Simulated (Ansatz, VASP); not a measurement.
# MoH5 in VASP and in Ansatz

```
H Mo
1.0
     0.00000    2.43923    2.43923
     2.43923    0.00000    2.43923
     2.43923    2.43923    0.00000
H Mo
5 1
Cartesian
  3.0606 3.0606 1.8178
  3.0606 1.8178 3.0606
  1.8178 3.0606 3.0606
  1.8178 1.8178 1.8178
  3.6588 3.6588 3.6588
  0.0000 0.0000 0.0000
```

Change from the starting cell: species swapped into the ErCu5 type (F-43m, No. 216).

Alike in both runs: functional PBE; k mesh 14 × 14 × 14; occupations gaussian, width 0.1 eV; no spin polarisation.

Ansatz relaxed the structure, and its values are those at the end. VASP's run is a single point on that final structure, the one shown.

```csv
,VASP,Ansatz
version,VASP 6.6.1,Ansatz 0.2.0
potentials or method,"VASP PAW PBE potentials, release 64 (H, Mo_sv)","scalar-relativistic, plane waves, PAW"
plane-wave cutoff (eV),520,420
valence electrons in the cell,19,19
```

|  | VASP | Ansatz | Ansatz less VASP |
| --- | --- | --- | --- |
| gap on the k mesh at the Fermi level (eV) | none | none | - |
| pressure (GPa) | 0.0 | 0.0 | +0.05 |

A gap of «none» marks a metal or a gap that the smearing closes. With one functional, cell and mesh, what is left measures potentials, basis and numerics.
